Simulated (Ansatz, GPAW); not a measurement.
## CdS: programs and potentials compared

```
CELL_PARAMETERS angstrom
0.00000 2.91650 2.91650
2.91650 0.00000 2.91650
2.91650 2.91650 0.00000
ATOMIC_POSITIONS crystal
Cd 0.00000 0.00000 0.00000
S 0.75000 0.75000 0.75000
```

Alike in all runs: task single point; functional PBE; k mesh 8 × 8 × 8; occupations gaussian, width 0.016 eV; no spin polarisation; no spin-orbit coupling. Pressure is positive in compression and, in plane waves, holds the error of the finite cutoff, which Ansatz's Pulay term estimates and takes out.

```csv
program and potentials,plane-wave cutoff (eV),notes,band gap (eV),pressure (GPa)
"Ansatz, Ansatz PAW",420,13 valence electrons an atom on average,?,?
"Ansatz, all-electron LAPW, scalar-relativistic",-,-,1.15,2.88
"GPAW, GPAW PAW data sets (gpaw-data 1.2.1)",600,9 valence electrons an atom on average,1.13,2.60
```

**Question.** Estimate from the other rows what the run with Ansatz, Ansatz PAW gave.

**Answer.** Band gap 1.15 eV; pressure 2.85 GPa. Its pressure holds a Pulay term of +0.04 GPa. The other rows, which needn't bracket it: band gap 1.13 to 1.15; pressure 2.60 to 2.88.
